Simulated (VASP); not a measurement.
A run of VASP 6.6.1:

The input INCAR:

```
PREC = Accurate
ENCUT = 600
EDIFF = 1E-6
ISMEAR = 0
SIGMA = 0.03
LREAL = F
LASPH = T
NELM = 80
ALGO = Normal
ISIF = 3
LWAVE = F
LCHARG = F
GGA = PE
IBRION = 2
NSW = 90
EDIFFG = -0.01
```

Contents of KPOINTS:

```
regular mesh
0
Gamma
  10 10 10
```

File POSCAR:

```
InAs
1.0
    0.0000000000      3.0180000000      3.0180000000
    3.0180000000      0.0000000000      3.0180000000
    3.0180000000      3.0180000000      0.0000000000
In As
1 1
Direct
    0.0000000000      0.0000000000      0.0000000000
    0.2500000000      0.2500000000      0.2500000000
```

Potentials or basis: VASP PAW PBE potentials, release 64 (In_d, As).

Command:

```sh
$ cat potpaw_PBE.64/In_d/POTCAR potpaw_PBE.64/As/POTCAR > POTCAR
$ mpirun -np 1 vasp_std > vasp.out
```

Hardware: 1 thread of Intel(R) Xeon(R) Platinum 8375C CPU @ 2.90GHz (Ice Lake) (shared host).

Problem. How long does it take, and how much memory?

Solution. Run time: 2.2 min on 1 thread of Intel(R) Xeon(R) Platinum 8375C CPU @ 2.90GHz (Ice Lake), with other jobs on the host, peak memory 0.23 GiB. Counts: scf iterations 31, k points 47, ion steps 3.
